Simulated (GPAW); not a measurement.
A run of GPAW 26.7.0:

run.py

```python
from ase.dft.bandgap import bandgap
from ase.io import read, write
from gpaw import GPAW, PW

atoms = read('CdS.xyz')

calc = GPAW(mode=PW(600),
            xc='TB09',
            kpts={'size': (5, 5, 3), 'gamma': True},
            occupations={'name': 'fermi-dirac', 'width': 0.05},
            nbands=31,
            convergence={'density': 1e-05, 'energy': 1e-05},
            eigensolver='cg',
            maxiter=150,
            txt='gpaw.txt')
atoms.calc = calc
energy = atoms.get_potential_energy()
calc.write('gs.gpw')
write('result.traj', atoms)
print('Fermi level:', round(calc.get_fermi_level(), 4), 'eV')
print(f'Gap: {bandgap(calc)[0]:.4f} eV, direct: {bandgap(calc, direct=True)[0]:.4f} eV')
```

Contents of CdS.xyz:

```xyz
4
Lattice="4.1500000000 0.0000000000 0.0000000000 -2.0750000000 3.5940054257 0.0000000000 0.0000000000 0.0000000000 6.7370000000" Properties=species:S:1:pos:R:3 pbc="T T T"
Cd     2.0750000002      1.1980018084      3.3685000000
Cd    -0.0000000002      2.3960036173      0.0000000000
S      2.0750000002      1.1980018084      5.8948750000
S     -0.0000000002      2.3960036173      2.5263750000
```

Potentials or basis: GPAW PAW data sets for LDA (gpaw-data 1.2.1), pw.

Command:

```console
$ OMP_NUM_THREADS=1 python run.py
```

Hardware: 1 thread of Arm Neoverse V1 (shared host).

Q: Estimate the wall time of this run.

A: Run time: 91 s on 1 thread of Arm Neoverse V1 (shared host), peak memory 0.32 GiB. Counts: scf iterations 30.
